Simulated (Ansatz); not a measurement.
Infrared modes and screening in AlP (F-43m)

Perturbation theory with PBEsol in the plane-wave code Ansatz on the PBEsol cell, ground state and force constants on a 6×6×6 mesh. The values are computed, spin-unpolarised, and not measurements.

Space group F-43m (No. 216), cubic; conventional cell a = 5.470 Å, 20.46 Å³ an atom. Al has 4 P at 2.37 Å; P has 4 Al at 2.37 Å.

```xyz
2
Lattice="0.0000 2.7352 2.7352 2.7352 0.0000 2.7352 2.7352 2.7352 0.0000" Properties=species:S:1:pos:R:3 pbc="T T T"
Al    0.0000    0.0000    0.0000
P     1.3676    1.3676    1.3676
```

Optical modes without the longitudinal term:

| ω (cm⁻¹) | degeneracy | IR intensity, summed over the level ((D/Å)²/amu) |
| --- | --- | --- |
| 434 | 3 | 23.97 |

The optical mode at Γ lies at 434 cm⁻¹ without the longitudinal term. With the long-range field the highest mode reaches 489 cm⁻¹. The program warns that the force constants, and all that is formed from them, aren't settled on this k mesh.

ε∞: 8.31 in all directions. With the ions relaxed, ε⁰ is 10.5 in all directions. Born charges, averaged over directions: Al +2.23, P -2.23 e.

With one polar mode in a cubic crystal the Lyddane-Sachs-Teller relation applies: (ω_LO/ω_TO)² = (488.6/434.3)² = 1.266, and ε⁰/ε∞ = 10.514/8.306 = 1.266. The refractive index √ε∞ is 2.88.

For comparison, on the r2SCAN cell the mean ε∞ is 7.32 with r2SCAN (ground state on 6×6×6; least gap 1.93 eV), 8.09 with PBE (ground state on 6×6×6; least gap 1.60 eV).
